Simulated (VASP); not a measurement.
## P: relaxation of cell and atoms with LDA

The system is P.

```
P
1.0
     1.67959    0.96971    2.74378
    -1.67959    0.96971    2.74378
     0.00000   -1.93943    2.74378
P
2
Direct
  0.24228 0.24228 0.24228
  0.75772 0.75772 0.75772
```

This isn't the form of P at room conditions, which is orthorhombic.

```
Program                : VASP 6.6.1
Task                   : relaxation of cell and atoms
Functional             : LDA
Potentials or basis    : VASP PAW LDA potentials, release 64 (P)
Cutoff                 : 520 eV
k mesh                 : 15 × 15 × 15
Occupations            : gaussian, width 0.1 eV
Spin                   : no spin polarisation
Target pressure        : 7.5 GPa
Further INCAR settings : ALGO = Normal; EDIFF = 1e-07; IBRION = 2; EDIFFG = -0.002; NSW = 80; ISIF = 3
Target pressure        : 7.5 GPa
```

```yaml
Pressure_after_relaxing: 7.5 GPa
Band_gap_on_the_k_mesh: none (metal or under the smearing width)
```

Final structure:
```xyz
2
Lattice="1.6796 0.9697 2.7438 -1.6796 0.9697 2.7438 0.0000 -1.9394 2.7438" Properties=species:S:1:pos:R:3 pbc="T T T"
P     0.0000    0.0000    1.9943
P     0.0000    0.0000    6.2370
```

Levels at points of the mesh, in eV from the Fermi level:
```
           k point  band 1  band 2  band 3  band 4  band 5  band 6  band 7  band 8  band 9
(0.00, 0.00, 0.00)  -17.50   -2.48   -2.48   -2.34   -0.86    3.66    4.02    4.02    5.48
```

Wall time 34 s on 1 thread of Intel(R) Xeon(R) 6975P-C (Granite Rapids) (shared host), peak memory 0.19 GiB.

Caveat: the relaxation stopped at its first step, so nothing moved; the cell is relaxed towards a set pressure, so the enthalpy falls and the energy may rise.
